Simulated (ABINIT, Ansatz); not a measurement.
# BN (P6_3/mmc): modes at Γ and the response to a field, part 3 of 3

Aim: the zone-centre modes of BN (P6_3/mmc).

ABINIT 10.8.3; DFT LDA, scalar-relativistic, plane waves, PseudoDojo norm-conserving pseudopotentials.

So far. Step 5 (Linear response at Γ): The acoustic modes at Γ come out as far as 2.2 cm⁻¹ from zero, where they should vanish, a small numerical error; the Born charges miss their sum rule by 5.3e-4 e, which is good. Step 6 (Zone-centre analysis): The rule moves no optical mode by more than 0.1 cm⁻¹.

The database entry behind the starting cell differs from later determinations by our own check (about 0.3 % short, minor phase), so it need not match the best structure at ambient conditions.

## (8) The same in Ansatz

A second program on the same cell, potentials, cutoff and meshes tests the implementation of the phonon response, not its convergence. Its field response is summed in its own way.

This step: DFT LDA, scalar-relativistic, plane waves, PseudoDojo norm-conserving pseudopotentials (Ansatz 0.2.0).

Contents of input.yaml:

```yaml
crystal:
  lattice:
    - [2.4891605007, 0.0, 0.0]
    - [-1.2445802503, 2.1556762277, 0.0]
    - [0.0, 0.0, 6.4929987907]
  atoms:
    - { symbol: B, position: [0.3333333333, 0.6666666667, 0.25] }
    - { symbol: B, position: [0.6666666667, 0.3333333333, 0.75] }
    - { symbol: "N", position: [0.3333333333, 0.6666666667, 0.75] }
    - { symbol: "N", position: [0.6666666667, 0.3333333333, 0.25] }
kpoints:
  mp_grid: { grid: [9, 9, 4] }
hamiltonian:
  xc: lda
  pseudopotentials: { kind: nc, accuracy: standard }
scf:
  occupations: { method: fixed }
output:
  eigenvalues: true
basis:
  ecutwfc: 979.61
phonons:
  method: dfpt
  dielectric: true
  rigid_motions: translations
```

On the command line:

```
ansatz run input.yaml --threads 8 --pin off --max-ram 16384MiB --backend cpu --events-out ev --progress --plain --runs-dir out
```

Output:

```text
Warning: basis.ecutwfc = 979.61 eV is below the records' recommended 1142.878222 eV, and the density's cutoff is lower with it unless basis.ecutrho_ratio is high enough to keep the records' density cutoff: compare with a run at a higher cutoff
Engine: ansatz 0.2.0, aarch64-unknown-linux-gnu
Pseudopotentials: kind: nc
Pseudopotential: B, nc, valence charge 3, recommended cutoff 1034.032677 eV (normal), B.nc.azcp (PseudoDojo's, or run here from an input of PseudoDojo's; its table is named by hamiltonian.pseudopotentials.accuracy)
Pseudopotential: N, nc, valence charge 5, recommended cutoff 1142.878222 eV (normal), N.nc.azcp (PseudoDojo's, or run here from an input of PseudoDojo's; its table is named by hamiltonian.pseudopotentials.accuracy)
Functional definition: SPW92
  exchange = slater_x
  correlation = pw_c
Crystal: 4 atoms, lattice volume = 34.840 Å³
Basis set: ecut = 979.61 eV, 2433 PW (Γ), exchange–correlation on 54×54×144 points (8 copies of the dense FFT grid, shifted against one another)
Bands: 12, of which v1, the nominal top of the filled ones, is band 8 counted from 1 (7 counted from 0)
Symmetry: 24 space group operations
k-points: 95 of 324 (irreducible under 2 space group operations, time reversal used)
Non-local potential: B, projectors of the file, l = 0: 2, l = 1: 2
Non-local potential: N, projectors of the file, l = 0: 2, l = 1: 2
Initial density: superposition of atomic densities (chi_scale 0.1, normalization cell, long waves kept (reshape's long-wave potential 0.01 eV rms))
Initial wavefunctions: pseudopotential atomic-orbital guess
Functional: x = slater, c = lda
SCF iter   1: F=—  HF=-733.508956 eV  |F-HF|=—  |Δ(HF+E_count)|=         —  Δρ=1.57e-1  dr2=8.23e0  ethr=3.10e-3  ⟨swp⟩=5.5  Hψ=6772  notcnv=0  defer=189
preconditioner: auto → none  [insulator: Δε(μ)=5.880 eV  Ē_g=17.214 eV  n_scr=4 (ndim 8)  ℏωp=25.2 eV  f_vac=0.000  ε∞_Penn≈3.1]
SCF iter   2: F=—  HF=-730.730430 eV  |F-HF|=—  |Δ(HF+E_count)|=    2.78e0  Δρ=6.91e-2  dr2=9.14e-1  ethr=3.10e-3  ⟨swp⟩=4.1  Hψ=3601  notcnv=0  defer=180
SCF iter   3: F=—  HF=-730.446499 eV  |F-HF|=—  |Δ(HF+E_count)|=   2.84e-1  Δρ=2.20e-2  dr2=9.80e-2  ethr=3.10e-3  ⟨swp⟩=3.3  Hψ=2650  notcnv=0  defer=187
SCF iter   4: F=—  HF=-730.418176 eV  |F-HF|=—  |Δ(HF+E_count)|=   2.83e-2  Δρ=8.05e-3  dr2=1.24e-2  ethr=6.13e-4  ⟨swp⟩=2.2  Hψ=1696  notcnv=0  defer=190
SCF iter   5: F=—  HF=-730.414889 eV  |F-HF|=—  |Δ(HF+E_count)|=   3.29e-3  Δρ=1.08e-3  dr2=2.21e-4  ethr=7.77e-5  ⟨swp⟩=3.4  Hψ=2133  notcnv=0  defer=190
SCF iter   6: F=—  HF=-730.414839 eV  |F-HF|=—  |Δ(HF+E_count)|=   5.00e-5  Δρ=1.21e-4  dr2=2.89e-6  ethr=1.38e-6  ⟨swp⟩=2.3  Hψ=1897  notcnv=0  defer=187
SCF iter   7: F=—  HF=-730.414838 eV  |F-HF|=—  |Δ(HF+E_count)|=   8.65e-8  Δρ=7.55e-6  dr2=6.82e-9  ethr=1.81e-8  ⟨swp⟩=2.3  Hψ=1861  notcnv=0  defer=176
SCF iter   8: F=—  HF=-730.414839 eV  |F-HF|=—  |Δ(HF+E_count)|=   3.90e-7  Δρ=8.63e-7  dr2=1.00e-10  ethr=4.26e-11  ⟨swp⟩=2.4  Hψ=1937  notcnv=0  defer=132
SCF iter   9: F=-730.414839 eV  HF=-730.414839 eV  |F-HF|=4.55e-13  |Δ(HF+E_count)|=  1.34e-11  Δρ=6.44e-8  dr2=5.26e-13  ethr=1.00e-12  ⟨swp⟩=11.1  Hψ=8863  notcnv=0
SCF 1 converged in 9 iterations: F = -730.414839 eV  dr2 = 5.26e-13
NSCF: frozen V_eff on 4 k-points
DFPT response loops at Γ: preconditioner auto → Resta (q_TF=auto, 2.396 Å⁻¹)  ε∞=3.8 (no band partly filled); β = 1.00, the filter's whole step (`scf.mixing.beta` (0.50) is not read by the response loops at its default; to damp them type it under 1.00, their step now; it binds the ground state too); Broyden in place of MSR1
── the response to a field inside a basis, on 10×10×4 k-points: an SCF that follows is theirs, and a resumed run solves both again ──
Bands: 9, of which v1, the nominal top of the filled ones, is band 8 counted from 1 (7 counted from 0)
k-points: 60 of 400 (irreducible under 8 space group operations)
Initial density: handed on by an earlier stage of this run
Initial wavefunctions: pseudopotential atomic-orbital guess (no wavefunctions were taken with the density)
Eigensolver: Dense (60 Hₖ)
SCF iter   1: F=—  HF=-730.417173 eV  |F-HF|=—  |Δ(HF+E_count)|=         —  Δρ=3.74e-4  dr2=4.42e-6  ethr=1.00e-1
preconditioner: auto → none  [insulator: Δε(μ)=4.224 eV  Ē_g=13.135 eV  n_scr=4 (ndim 8)  ℏωp=25.2 eV  f_vac=0.008  ε∞_Penn≈4.7]
SCF iter   2: F=—  HF=-730.417174 eV  |F-HF|=—  |Δ(HF+E_count)|=   1.75e-6  Δρ=1.87e-4  dr2=9.95e-7  ethr=2.76e-8
SCF iter   3: F=—  HF=-730.417175 eV  |F-HF|=—  |Δ(HF+E_count)|=   7.00e-7  Δρ=5.84e-5  dr2=2.06e-7  ethr=6.22e-9
SCF iter   4: F=-730.417175 eV  HF=-730.417175 eV  |F-HF|=1.12e-10  |Δ(HF+E_count)|=   2.62e-8  Δρ=3.67e-6  dr2=6.88e-10  ethr=1.29e-9
SCF 1 converged in 4 iterations: F = -730.417175 eV  dr2 = 6.88e-10
DFPT response loops at Γ: mixed as the last ones told, above
SCF converged after 9 iterations
Free energy (F): -730.414839 eV
Harris-Foulkes:  -730.414839 eV  (|F-HF|=4.55e-13)
Internal energy: -730.414839 eV  (E = F + TS)
E sigma→0 (E₀):  -730.414839 eV
Fermi energy:    4.790868 eV
--- Per-component energies (eV) ---
  E_band       = -36.998102
  E_kinetic    = 513.743235
  E_local      = -646.284544  (includes V_loc(G=0)·N_el)
  E_nonlocal   = -64.031691
  E_hartree    = 213.485037
  E_xc         = -234.919231
  E_vxc        = -267.395174  (∫ρ·V_xc dr)
  E_ewald      = -512.407644
  E_smearing   = -0.000000  (= −TS)
  E_closure    = 0.000000  (closes the sum)
  Σ components = -730.414839   (vs F -730.414839, Δ=0.00e0)
--- Band table (eV; the first three rows and the last of 95) ---
  k-point 0: bands = [... 4 lower, 3.4676, 3.4676, 3.5138, 3.5138, 9.9305, 15.1464, 16.4695, 16.4695]
  k-point 1: bands = [... 4 lower, 3.4745, 3.4745, 3.5070, 3.5070, 10.6959, 14.3104, 16.4909, 16.4909]
  k-point 2: bands = [... 4 lower, 3.4906, 3.4906, 3.4906, 3.4906, 12.4747, 12.4747, 16.5433, 16.5433]
  k-point 94: bands = [... 4 lower, -0.4721, -0.4721, 2.8919, 2.8919, 11.2126, 11.2126, 16.4434, 16.4434]
--- Phonons (Γ-DFPT): 4 representative perturbations + reference, on 95 of 324 k-points (Σ response iterations 14) ---
  k mesh reduced under 2 symmetry operations, with k and −k counted as one. Each operation leaves every solved perturbation unchanged. A smaller set is not considered because the run solves the response to a homogeneous field
  ASR residual: 3.755e-5 → 0.000e0 eV/Å²; symmetrization residual: 1.651e-6 eV/Å²
  ASR residual per site (eV/Å²): 1.09e-5 1.09e-5 3.75e-5 3.75e-5
  Γ frequencies (cm⁻¹): 0.00 0.00 0.00 50.07 50.07 111.95 756.81 817.32 1384.85 1384.85 1384.90 1384.90
  ε∞ (high-frequency dielectric tensor):
        4.842087     0.000000     0.000000
        0.000000     4.842087     0.000000
        0.000000     0.000000     2.838867
  ε⁰ (static dielectric tensor: ions relaxed, cell fixed):
        6.598376     0.000000     0.000000
        0.000000     6.598376    -0.000000
        0.000000    -0.000000     3.375560
  ε⁰ − ε∞ (ionic part):
        1.756289     0.000000     0.000000
        0.000000     1.756289    -0.000000
        0.000000    -0.000000     0.536693
  softest optical mode at Γ: 50.07 cm⁻¹; the repairs (sum rule, projections) moved no ω² at Γ by more than (1.11 cm⁻¹)²
  Born effective charges Z* (e; rows j = field, columns β = displacement):
    site 0:
         2.69738    0.00000    0.00000
         0.00000    2.69738    0.00000
         0.00000    0.00000    0.81484
    site 1:
         2.69738    0.00000    0.00000
         0.00000    2.69738    0.00000
         0.00000    0.00000    0.81484
    site 2:
        -2.69738   -0.00000    0.00000
        -0.00000   -2.69738    0.00000
         0.00000    0.00000   -0.81484
    site 3:
        -2.69738   -0.00000    0.00000
        -0.00000   -2.69738    0.00000
         0.00000    0.00000   -0.81484
  Z* charge neutrality: 1.064e-3 e pre-enforcement
  solved inside a basis spanned on kpoints, on 10×10×4 k-points, its susceptibility summed on 18×18×6: ε∞ is read to err by 1.4e-2, Z* by 9.4e-3 e (field_mesh: kpoints solves on kpoints); Z* is corrected for what the basis lacks
  optical modes at Γ without the LO–TO term, one row a degenerate level:
      ω (cm⁻¹)  modes    IR ((D/Å)²/amu)
         50.07      2             0.0000
        111.95      1             0.0000
        756.81      1             5.0213
        817.32      1             0.0000
       1384.85      2             0.0000
       1384.90      2           110.0491
  optical modes at Γ + LO–TO along q̂ = [1.0000, 0.0000, 0.0000]:
      ω (cm⁻¹)  modes    IR ((D/Å)²/amu)
         50.07      2             0.0000
        111.95      1             0.0000
        756.81      1             5.0213
        817.32      1             0.0000
       1384.85      2             0.0000
       1384.90      1            55.0245
       1616.67      1            55.0245
  optical modes at Γ + LO–TO along q̂ = [0.0000, 1.0000, 0.0000]:
      ω (cm⁻¹)  modes    IR ((D/Å)²/amu)
         50.07      2             0.0000
        111.95      1             0.0000
        756.81      1             5.0213
        817.32      1             0.0000
       1384.85      2             0.0000
       1384.90      1            55.0245
       1616.67      1            55.0245
  optical modes at Γ + LO–TO along q̂ = [0.0000, 0.0000, 1.0000]:
      ω (cm⁻¹)  modes    IR ((D/Å)²/amu)
         50.07      2             0.0000
        111.95      1             0.0000
        817.32      1             0.0000
        825.25      1             5.0213
       1384.85      2             0.0000
       1384.90      2           110.0491
```

It took 15 s on 8 threads of Arm Neoverse V2, shared host; peak memory 0.72 GiB; 1.9 min of CPU time.

Read from the output:

| Quantity | Value |
| --- | --- |
| sum-rule residual before enforcement | 3.75e-5 eV/Å² |
| miss of the charge sum rule | 0.001064 e |
| estimated error of the dielectric tensor | 0.01414 |
| estimated error of the Born charges | 0.009376 e |
| lowest optical zone-centre mode | 50.07 cm⁻¹ |
| mean high-frequency dielectric constant | 4.174 |
| mean static dielectric constant | 5.524 |

Transverse modes. Lines of the infrared spectrum (strongest = 100):

| position (cm⁻¹) | lines merged | IR intensity ((D/Å)²/amu), degenerate modes summed, relative |
| --- | --- | --- |
| 50 | 1 | 0.0 |
| 112 | 1 | 0.0 |
| 757 | 1 | 4.6 |
| 817 | 1 | 0.0 |
| 1385 | 2 | 100 |

## (9) Side by side: ABINIT PseudoDojo and Ansatz, PseudoDojo

Worked out from the results:

* root-mean-square difference: 0.02 cm⁻¹
* largest difference: 0.03 cm⁻¹

Frequencies side by side, by row:

| q (reciprocal lattice) | mode | ABINIT PseudoDojo (cm⁻¹) | Ansatz, PseudoDojo (cm⁻¹) |
| --- | --- | --- | --- |
| 0 0 0 | 1 | 0 | 0 |
| 0 0 0 | 2 | 0 | 0 |
| 0 0 0 | 3 | 0 | 0 |
| 0 0 0 | 4 | 50.07 | 50.07 |
| 0 0 0 | 5 | 50.07 | 50.07 |
| 0 0 0 | 6 | 112 | 112 |
| 0 0 0 | 7 | 756.8 | 756.8 |
| 0 0 0 | 8 | 817.3 | 817.3 |
| 0 0 0 | 9 | 1385 | 1385 |
| 0 0 0 | 10 | 1385 | 1385 |
| 0 0 0 | 11 | 1385 | 1385 |
| 0 0 0 | 12 | 1385 | 1385 |

The two runs side by side. Further quantities:

| quantity | ABINIT PseudoDojo | Ansatz, PseudoDojo |
| --- | --- | --- |
| mean ε∞ | 4.173 | 4.174 |
| largest Born charge in size (e; the first before, the second after the charge sum rule) | 2.07 | 2.07 |

At the zone centre the largest difference (acoustic modes at Γ apart) is 0.002 % of the highest mode.

## (10) Summary of results

```json
{"space group after relaxation": "P6_3/mmc", "volume per atom": "8.71 Å³", "highest optical zone-centre mode (no LO-TO term)": "1385 cm⁻¹", "lowest optical zone-centre mode": "50.1 cm⁻¹", "highest mode moved by the LO-TO term": "1617 cm⁻¹", "mean high-frequency dielectric constant": "4.17", "largest Born charge in size (third of the trace)": "2.07 e", "mean static dielectric constant": "5.52", "imaginary optical modes at the zone centre (no q mesh in this session)": "none", "largest difference from Ansatz, PseudoDojo": "0.03 cm⁻¹"}
```

In words: At the LDA level the optical modes of BN (P6_3/mmc) at the zone centre (no LO-TO term) run from 50 to 1385 cm⁻¹. The base run prints -0.73 GPa, mostly the error of a finite basis; the relaxation, with a smoothed cutoff, had brought the cell to rest. Along the directions run, the highest mode that the macroscopic field moves lies at 1617 cm⁻¹. Lattice motion raises the mean dielectric constant from 4.173 to 5.522. ABINIT PseudoDojo and Ansatz, PseudoDojo agree to 0.03 cm⁻¹ (0.002 % of the highest mode compared) on all solved modes but the acoustic ones at Γ, without the LO-TO term. These are harmonic frequencies at zero temperature: anharmonic shifts and linewidths and thermal expansion are left out. Ansatz warns that the cutoff lies 14 % under the one recommended for these files; agreement at one cutoff is not convergence.

[Host names and launcher messages were left out of these logs when they were recorded.]

[Logs are printed without paths, hosts, clocks, repeated set-up lines and the standing remarks that a program may print on its own settings, such as how far it seeks lower states.]

[Hosts, paths, dates, database ids (printed as entryN), source tags and the programs' standing remarks are cut or masked in the printed files.]
